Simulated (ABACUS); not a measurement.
The system is SnO2 (Cassiterite).

```xyz
6
Lattice="4.7380 0.0000 0.0000 0.0000 4.7380 0.0000 0.0000 0.0000 3.1865" Properties=species:S:1:pos:R:3 pbc="T T T"
Sn    2.3690    2.3690    1.5933
Sn    0.0000    0.0000    0.0000
O     3.8240    0.9140    1.5933
O     3.2830    3.2830    0.0000
O     0.9140    3.8240    1.5933
O     1.4550    1.4550    0.0000
```

Base run:

- Program: ABACUS 3.10.1
- Functional: PBE
- Dispersion: D3
- Potentials or basis: PseudoDojo NC SR 0.4.1 PBE standard
- Cutoff: 1361 eV
- Density cutoff: 5442 eV
- Basis: DZP LCAO (the cutoffs set its grid)
- k mesh: 6 × 6 × 8
- Occupations: fermi-dirac, width 0.05 eV
- Spin: no spin polarisation

Its results: band gap on the k mesh 1.12 eV, direct; pressure 14.9 GPa; largest force 0.271 eV/Å.

Q: The run is repeated on the same cell with these changes: dispersion from D3 to D2. What comes out?

A: Band gap on the k mesh 1.12 eV, direct; pressure 13.7 GPa; largest force 0.298 eV/Å.

Caveats: the atomic orbitals were generated for these runs and aren't a published set; spin-orbit coupling is left out, which moves the levels of the heavy elements; the basis of atomic orbitals isn't converged, which shifts pressures, moduli and gaps.

